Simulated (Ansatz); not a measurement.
Runs of Ansatz 0.2.0 on TiO2. Symmetry: P4_2/mnm, No. 136, tetragonal system. Conventional cell: a = 4.600 Å, b = 4.600 Å, c = 2.959 Å, α = 90.00°, β = 90.00°, γ = 90.00°. Ti (site symmetry mmm) has 6 O at 1.95 to 1.98 Å as nearest neighbours. Around O (site symmetry m2m) lie 3 Ti at 1.95 to 1.98 Å. The cell is a database's computed one.

| task | level | U | cell | k mesh | cutoff (eV) | hubbard projectors | double counting | mesh quality | gap on the mesh (eV) | pressure (GPa) | relaxed volume (Å³/atom) |
| --- | --- | --- | --- | --- | --- | --- | --- | --- | --- | --- | --- |
| single point | PBE | - | as given | 6 × 6 × 9 | 600 | - | - | not flagged | 1.86 | (b) | - |
| single point | B3LYP | - | as given | 4 × 4 × 5 | 420 | - | - | coarse | 3.64 | - | - |
| relaxation of cell and atoms | PBE+D4 | - | relaxed | 6 × 6 × 9 | 420 | - | - | not flagged | 1.87 | 0.0 | 10.45 |
| relaxation of cell and atoms | PBE+U | Ti d U = 3 eV | relaxed | 6 × 6 × 9 | 420 | ortho-atomic (the default) | fll (the default) | not flagged | 2.16 | 0.0 | (a) |

Alike in all rows: potentials or basis Ansatz PAW; no spin polarisation; smearing fermi-dirac 0.05 eV.

**Question.** Fill in the values left out.

**Answer.** (a) 10.75; (b) 4.2.

Caveats: some runs use coarse meshes; odd divisions of the mesh miss points on the zone boundary, where band edges often lie, so the gap on the mesh can be too wide; the plane-wave basis is chosen anew once the cell has moved, so the energies of steps on either side of that aren't comparable (some runs); the potentials were made for another functional, which shifts forces and pressure (some runs); the PAW data sets come from PBE, with cores solved anew for the run's functional, which leaves a small shift of forces and pressure (some runs).

A k mesh can miss the band edges.

Not every run made on this cell is shown here.
